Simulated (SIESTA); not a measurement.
Runs of SIESTA 5.4.2 on CdSe. It takes space group F-43m (No. 216, cubic). The conventional cell has a = 6.141 Å, b = 6.141 Å, c = 6.141 Å, α = 90.00°, β = 90.00°, γ = 90.00°. Cd (site symmetry -43m) has 4 Se at 2.66 Å as nearest neighbours. Se (site symmetry -43m) is surrounded by 4 Cd at 2.66 Å. Measurements of this composition are mostly on another form, of space group No. 186.

```csv
task,level,potentials or basis,cell,k mesh,wannier functions,bands left out below,wannier mesh,gap on the mesh (eV),pressure (GPa)
band structure,AM05,"PseudoDojo 0.4 standard (PBEsol files), DZP (energy shift 0.003 Ry; two zetas on semicore shells)",as given,8 × 8 × 8,-,-,-,0.76,-0.7
band structure,BLYP,"PseudoDojo 0.4 standard (PBE files), DZP (energy shift 0.003 Ry; two zetas on semicore shells)",as given,8 × 8 × 8,-,-,-,0.76,(a)
band structure,vdW-DF-cx,"PseudoDojo 0.4 standard (PBE files), DZP (energy shift 0.003 Ry; two zetas on semicore shells)",as given,8 × 8 × 8,-,-,-,0.70,-0.6
Wannier functions,PBE,"PseudoDojo 0.4 standard (PBE files), DZP (energy shift 0.003 Ry; two zetas on semicore shells)",cell strained at random at fixed volume,6 × 6 × 6,18,0,5 × 5 × 5,0.74,1.5
```

Alike in all rows: no spin polarisation; smearing fermi-dirac 0.05 eV; grid cutoff 800 Ry; energy shift 0.003 Ry.

Problem. Estimate the missing entries.

Solution. (a) 3.9.

Caveats: the basis of atomic orbitals isn't converged, which shifts pressures, moduli and gaps; the potentials were made for another functional, which shifts forces and pressure (some runs).

A k mesh can miss the band edges, and the runs leave out spin-orbit coupling on Cd, Se.
